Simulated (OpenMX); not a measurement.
## HfB2 under changes of volume

One of the cells (9.905 Å³/atom); the others are scaled copies at fixed shape and fractional positions:

```
CELL_PARAMETERS angstrom
3.14000 0.00000 0.00000
-1.57000 2.71932 0.00000
0.00000 0.00000 3.48000
ATOMIC_POSITIONS crystal
Hf 0.00000 0.00000 0.00000
B 0.66667 0.33333 0.50000
B 0.33333 0.66667 0.50000
```

```yaml
Program: OpenMX 3.8.5
Functional: LDA
Potentials_or_basis: OpenMX 2013 LDA set, Hf7.0-s3p2d2f1, B7.0-s2p2d1, fixed grid of 32 × 32 × 42 points
k_mesh: 11 × 11 × 9
Occupations: fermi-dirac, width 0.05 eV
Spin: no spin polarisation
```

```tsv
volume (Å³/atom)	energy over the lowest point (meV/atom)	largest force (eV/Å)
9.311	?	?
9.509	0.00	0.009
9.707	4.22	0.009
9.905	14.84	0.009
10.103	31.25	0.008
10.301	52.90	0.007
10.499	79.30	0.007
```

Question: What does the run at 9.311 Å³/atom give?

Answer: Energy over the lowest point 2.88 meV/atom; largest force 0.010 eV/Å.

Worked out: A Birch-Murnaghan fit of order 3 (a polynomial in V^(-2/3)) to the other rows has its minimum at 9.49 Å³/atom, just outside them, with B0 = V·E''(V) = 277 GPa and B' = 3.8 at fixed shape and positions, which overstates the stiffness. It gives 2.85 meV/atom at 9.311 Å³/atom, against the run's 2.88.

Energies are extrapolated to zero smearing.

Caveats: the basis of atomic orbitals isn't converged, which shifts pressures, moduli and gaps.
